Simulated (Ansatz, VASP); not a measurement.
## Si in VASP and in Ansatz

```
Si
1.0
     3.84247    0.00000    0.00000
    -1.92123    3.32767    0.00000
     0.00000    0.00000    3.22767
Si
2
Direct
  0.33333 0.66667 0.88126
  0.66667 0.33333 0.11874
```

Alike in both runs: functional PBE; dispersion D3(BJ); k mesh 18 × 18 × 16; occupations gaussian, width 0.1 eV; no spin polarisation.

Ansatz relaxed the structure, and its values are those at the end. VASP's run is a single point on that final structure, the one shown.

|  | VASP | Ansatz |
| --- | --- | --- |
| version | VASP 6.6.1 | Ansatz 0.2.0 |
| potentials or method | VASP PAW PBE potentials, release 64 (Si) | scalar-relativistic, plane waves, PAW |
| plane-wave cutoff (eV) | 520 | 420 |
| valence electrons in the cell | 8 | 8 |

VASP gave:

```
gap on the k mesh at the Fermi level (eV) : none
pressure (GPa)                            : -0.1
rms of the force components (eV/Å)        : 0.005
```

Problem. Which values does Ansatz return?

Solution. gap on the k mesh at the Fermi level (eV): none; pressure (GPa): 0.0; rms of the force components (eV/Å): 0.001.

A gap of «none» marks a metal or a gap that the smearing closes. Ansatz warned: «dispersion_switch_in_reach».

Caveats: pairwise dispersion overbinds metals, which lowers pressure and volume.
